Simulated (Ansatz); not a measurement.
# A strain series on GaN (P6_3mc): biaxial in x and y, z held

A 4-atom cell of GaN started from a crystallographic database, relaxed with r2SCAN in the plane-wave code Ansatz, then strained (biaxial in x and y, z held; changes of length per length, axes as in the cell below) with the atoms relaxed again within the symmetry that is left. Space group P6_3mc (No. 186), hexagonal; conventional cell a = 3.183 Å, c = 5.184 Å, 11.37 Å³ an atom. Around Ga lie 4 N at 1.95 Å; around N lie 4 Ga at 1.95 Å. The values are computed, spin-unpolarised, and not measurements.

```xyz
4
Lattice="3.1831 0.0000 0.0000 -1.5916 2.7567 0.0000 0.0000 0.0000 5.1836" Properties=species:S:1:pos:R:3 pbc="T T T"
Ga    0.0000    1.8378   -0.0046
Ga    1.5916    0.9189    2.5872
N     0.0000    1.8378    1.9485
N     1.5916    0.9189    4.5403
```

Gaps are the least over each mesh (PBE 12×12×6, r2SCAN 12×12×6, HSE06 6×6×4 when unstrained) and the special points, which keep their unstrained names; stress is the change from the unstrained cell, compression positive.

```
strain (%)  gap, PBE (eV)  gap, r2SCAN (eV)  gap, HSE06 (eV)  edges, HSE06  in-plane stress, r2SCAN (GPa)  energy rise, r2SCAN (meV/atom)
     -4.56          2.283             2.723            3.627             Γ                         +27.57                            81.0
     -4.22          2.264             2.703            3.603             Γ                         +25.15                            68.9
       0.0          1.934             2.351            3.199             Γ                           0.00                             0.0
     +4.46          1.288             1.670            2.470             Γ                         -17.90                            62.8
```

Between zero and the nearest strains the slope of the HSE06 gap against strain is -0.096 eV per percent for negative and -0.164 for positive strain.

The meshes of the hybrids are coarse, so their gaps aren't converged to the digits shown.
